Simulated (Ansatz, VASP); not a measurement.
This is a calculation of BAs for Ansatz 0.2.0.

The input input.yaml:

```yaml
crystal:
  lattice:
    - [0.0, 2.3885, 2.3885]
    - [2.3885, 0.0, 2.3885]
    - [2.3885, 2.3885, 0.0]
  atoms:
    - { symbol: As, position: [0.75, 0.75, 0.75] }
    - { symbol: B, position: [0.0, 0.0, 0.0] }
kpoints:
  mp_grid: { grid: [5, 5, 5] }
scf:
  occupations: { method: fermi_dirac, width: 0.02 }
hamiltonian:
  xc: pbe
  pseudopotentials: { kind: all_electron, lapw: { basis_error: 0.003 } }
output:
  forces: true
  stress: true
  eigenvalues: true
```

Potentials or basis: all-electron LAPW, scalar-relativistic.

Run with:

```bash
$ ansatz run input.yaml --threads 1 --pin off --max-ram 2560MiB --backend cpu --events-out ev --progress --plain --runs-dir out
```

Task: Translate it to VASP 6.6.1. Potentials there: VASP PAW PBE potentials, release 64 (As, B).

Result: As run (the cutoff follows the program's own potentials):

Contents of INCAR:

```
PREC = Accurate
ENCUT = 520
EDIFF = 1E-7
ISMEAR = -1
SIGMA = 0.02
LREAL = F
LASPH = T
NELM = 100
ALGO = Normal
ISIF = 2
LWAVE = F
LCHARG = F
GGA = PE
NBANDS = 11
```

The input KPOINTS:

```
regular mesh
0
Gamma
  5 5 5
```

Contents of POSCAR:

```
BAs
1.0
    0.0000000000      2.3885000000      2.3885000000
    2.3885000000      0.0000000000      2.3885000000
    2.3885000000      2.3885000000      0.0000000000
As B
1 1
Direct
    0.7500000000      0.7500000000      0.7500000000
    0.0000000000      0.0000000000      0.0000000000
```

Potentials or basis: VASP PAW PBE potentials, release 64 (As, B).

The run is started by

```console
$ cat potpaw_PBE.64/As/POTCAR potpaw_PBE.64/B/POTCAR > POTCAR
$ mpirun -np 1 vasp_std > vasp.out
```

Both were run:

|  | VASP | Ansatz | Ansatz less VASP |
| --- | --- | --- | --- |
| gap on the k mesh at the Fermi level (eV) | 1.17 | 1.18 | +0.011 |
| least direct gap on the mesh (eV) | 3.27 | 3.28 | +0.008 |
| pressure (GPa) | 3.6 | 2.9 | -0.69 |

Ansatz ran all-electron here, so the differences hold the error of VASP's frozen core and of both bases.

Caveats: the k mesh is coarse (spacing up to 0.46 Å⁻¹), so the values aren't converged; an odd mesh through Γ misses points on the zone boundary, where band edges often lie.
